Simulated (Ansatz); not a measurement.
Ru:

```
Ru
1.0
     2.70580    0.00000    0.00000
    -1.35290    2.34329    0.00000
     0.00000    0.00000    4.28190
Ru
2
Direct
  0.66667 0.33333 0.75000
  0.33333 0.66667 0.25000
```

Base run:

| Property | Result |
| --- | --- |
| Program | Ansatz 0.2.0 |
| Functional | PBEsol |
| Potentials or basis | all-electron LAPW, relativistic spinors |
| Cutoff | 281 eV |
| Density cutoff | 1123 eV |
| Basis error allowed | 0.001 eV/atom |
| k mesh | 8 × 8 × 5 |
| Occupations | fermi-dirac, width 0.05 eV |
| Spin | spin-orbit coupling, no magnetisation |

Its results: pressure -6.6 GPa.

Task: The run is repeated on the same cell with these changes: functional from PBEsol to LDA. What comes out?

Result: Pressure -12.5 GPa.

LDA binds more tightly than PBEsol, so the same cell stands under less pressure.

Caveats: the k mesh is thin for a metal, which can move the energy by tens of meV per atom.

Not every run made on this cell is shown here.
